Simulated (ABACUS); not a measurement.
N: single point with PBE

The system is N.

```
N
1.0
     2.51947    0.00000    0.00000
    -1.25974    2.18193    0.00000
     0.00000    0.00000    2.44600
N
2
Direct
  0.32898 0.66023 0.73606
  0.67162 0.33290 0.25859
```

The real solid is made of molecules; this cell is a model form.

The cell isn't the ideal one: atoms moved at random, drawn with an rms of 0.05 Å.

* Program: ABACUS 3.10.1
* Task: single point
* Functional: PBE
* Potentials or basis: PseudoDojo NC SR 0.4.1 PBE standard
* Cutoff: 1361 eV
* Density cutoff: 5442 eV
* Basis: DZP LCAO (the cutoffs set its grid)
* k mesh: 12 × 12 × 11
* Occupations: fermi-dirac, width 0.05 eV
* Spin: no spin polarisation

| Item | Value |
| --- | --- |
| Pressure | 13.9 GPa |
| Largest force | 2.034 eV/Å |
| Band gap on the k mesh | none (metal or under the smearing width) |

Forces on the atoms (eV/Å):
```
N   -0.113 -0.075 -2.029
N    0.113  0.075  2.029
```

Stress tensor (GPa, compression positive):
```
13.88 -2.04  0.67
-2.04 17.18  0.52
 0.67  0.52 10.54
```

It took 9.2 s on 4 MPI ranks on AMD EPYC 7B13 (Zen 3) (shared host), peak memory 0.36 GiB a rank.

Caveat: the atomic orbitals were generated for these runs and aren't a published set; the basis of atomic orbitals isn't converged, which shifts pressures, moduli and gaps.
